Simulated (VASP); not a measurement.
Pd, 1 atom in the cell. The structure is cubic, space group Im-3m (No. 229). Conventional cell: a = 3.145 Å, b = 3.145 Å, c = 3.145 Å, α = 90.00°, β = 90.00°, γ = 90.00°. Pd (site symmetry m-3m) has 8 Pd at 2.72 Å as nearest neighbours. This isn't the form of Pd at room conditions, which is fcc.

- Program: VASP 6.6.1
- Task: single point
- Functional: PBE
- Potentials or basis: VASP PAW PBE potentials, release 64 (Pd)
- Cutoff: 900 eV
- k mesh: 18 × 18 × 18
- Occupations: gaussian, width 0.1 eV
- Spin: no spin polarisation
- Further INCAR settings: ADDGRID = False; ALGO = Normal; EDIFF = 1e-08

Potentials or basis: VASP PAW PBE potentials, release 64 (Pd).

Launch:

```bash
$ cat potpaw_PBE.64/Pd/POTCAR > POTCAR
$ mpirun -np 1 vasp_std > vasp.out
```

Hardware: 1 thread of Intel(R) Xeon(R) Platinum 8375C CPU @ 2.90GHz (Ice Lake) (shared host).

Q: How long does it take, and how much memory?

A: It took 84 s on 1 thread of Intel(R) Xeon(R) Platinum 8375C CPU @ 2.90GHz (Ice Lake), on a shared host, peak memory 0.21 GiB. Counts: scf iterations 13, k points 195.
